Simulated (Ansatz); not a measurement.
Se: what changed settings do

All trials start from this Ansatz input:

```yaml
crystal:
  lattice:
    - [0.0, 3.12556657, 3.12556657]
    - [3.12556657, 0.0, 3.12556657]
    - [3.12556657, 3.12556657, 0.0]
  atoms:
    - { symbol: Se, position: [0.5, 0.5, 0.5] }
    - { symbol: Se, position: [0.75, 0.75, 0.75] }
basis:
  ecutwfc: 420
kpoints:
  mp_grid: { grid: [6, 6, 6] }
hamiltonian:
  xc: pbe
scf:
  occupations: { method: gaussian, width: 0.1 }
output:
  forces: true
  stress: true
  eigenvalues: true
```

Command:

```bash
ansatz run input.yaml --threads 1 --pin off --max-ram 1331MiB --backend cpu --events-out ev --progress --plain --runs-dir out
```

The run converges in 6 SCF iterations on 16 irreducible k-points: pressure 1.61 GPa, no gap.

These settings were drawn at random to show what each does; none of the numbers is a converged property of the crystal. Each trial's input is given as a difference from the reference's; energies are extrapolated to zero smearing where there is one, and pressure is positive in compression. Charged cells sit in a uniform background, and their pressures hang on that convention.

Trial 1:

```diff
 crystal:
   atoms:
-    - { symbol: Se, position: [0.5, 0.5, 0.5] }
+    - { symbol: Se, position: [0.5, 0.5, 0.5], spin: 3.0 }
 kpoints:
-  mp_grid: { grid: [6, 6, 6] }
+  mp_grid: { grid: [3, 1, 6] }
 hamiltonian:
-  xc: pbe
+  xc: rpbe
 scf:
+  lower_state_search: "off"
 output:
+  populations: true
+  dos: { method: smearing }
+magnetization:
+  spin_polarized: true
+  magnetic_field: 10
+accuracy: high
```

What does the program give?

The run converges in 18 SCF iterations on 10 irreducible k-points: pressure 3.54 GPa, largest force 1.205 eV/Å, no gap, cell moment 0.12 μB (in the typed magnetic field). It warns that the starting moments were lost; that the mesh lowers the symmetry. Forces of RPBE on these PAW sets can be off by 10 %.

Trial 2:

```diff
+total_charge: -0.5
 scf:
+  mixing: { algorithm: broyden, beta: 0.042 }
+  max_iter: 59
 output:
+  dos: {}
```

What does the program give?

The run converges in 12 SCF iterations on 16 irreducible k-points: pressure 3.87 GPa (with the neutralising background of the charged cell), no gap.

Trial 3:

```diff
 crystal:
   atoms:
-    - { symbol: Se, position: [0.75, 0.75, 0.75] }
+    - { symbol: Se, position: [0.75, 0.75, 0.75], spin: 2.0 }
 hamiltonian:
+  hubbard:
+    sites: [{ species: Se, l: p, u_eff: 6.5 }]
+    projectors: ortho-atomic
 scf:
+  lower_state_search: "off"
 output:
+  populations: true
+magnetization:
+  spin_polarized: true
+  magnetic_field: 100
```

What happens?

The run converges in 20 SCF iterations on 16 irreducible k-points: pressure 8.34 GPa, no gap, cell moment 2.00 μB (in the typed magnetic field). It warns that the count of filled bands differs between k-points. Under a U the state reached may not be the lowest.

Trial 4:

```diff
 basis:
-  ecutwfc: 420
+  ecutwfc: "47 Ry"
 hamiltonian:
-  xc: pbe
+  xc: pw92
```

How does this run end?

The run converges in 6 SCF iterations on 16 irreducible k-points: pressure -1.77 GPa, no gap.

Trial 5 (one atom moved):

```diff
 crystal:
   atoms:
-    - { symbol: Se, position: [0.75, 0.75, 0.75] }
+    - { symbol: Se, position: [0.7180058006, 0.7819941994, 0.7819941994] }
 output:
+  dos: {}
```

What happens?

The run converges in 6 SCF iterations on 46 irreducible k-points: energy 72.6 meV per atom below the reference, pressure 1.48 GPa, largest force 1.231 eV/Å, no gap.

Trial 6:

```diff
 basis:
-  ecutwfc: 420
+  ecutwfc: 380
 kpoints:
-  mp_grid: { grid: [6, 6, 6] }
+  mp_grid: { grid: [1, 7, 5] }
 hamiltonian:
+  dispersion: d4
```

What does the program give?

The run converges in 7 SCF iterations on 18 irreducible k-points: pressure 0.19 GPa, largest force 1.424 eV/Å, no gap. It warns that the cutoff lies under the recommended one, 420 eV for these potentials; that the mesh lowers the symmetry.

Trial 7 (volume scaled):

```diff
 crystal:
   lattice:
-    - [0.0, 3.12556657, 3.12556657]
-    - [3.12556657, 0.0, 3.12556657]
-    - [3.12556657, 3.12556657, 0.0]
+    - [0.0, 3.2934977703, 3.2934977703]
+    - [3.2934977703, 0.0, 3.2934977703]
+    - [3.2934977703, 3.2934977703, 0.0]
 scf:
-  occupations: { method: gaussian, width: 0.1 }
+  occupations: { method: tetrahedron }
+  eigensolver: { kind: davidson, full_accuracy: true }
+  convergence: { dr2_threshold: "1e-3 eV" }
+  max_iter: 80
```

What does the program give?

The run converges in 2 SCF iterations on 16 irreducible k-points: energy 43.9 meV per atom above the reference, pressure -3.48 GPa, no gap. It warns that the printed bands weren't solved further after the SCF; that the SCF threshold is loose for the forces; that the SCF threshold is loose for the stress; that forces and stress under tetrahedra may miss the energy's slope.

Trial 8:

```diff
 basis:
-  ecutwfc: 420
+  ecutwfc: "9 Ha"
 kpoints:
+  band_path: { path: [[0, 0, 0], [0.5, 0, 0], [0.5, 0.5, 0.5]], npoints: 8 }
```

What does the program give?

The run converges in 6 SCF iterations on 16 irreducible k-points: energy 515 meV per atom above the reference, pressure 1.67 GPa (unreliable at so low a cutoff), no gap. It warns that the cutoff lies under the recommended one, 420 eV for these potentials.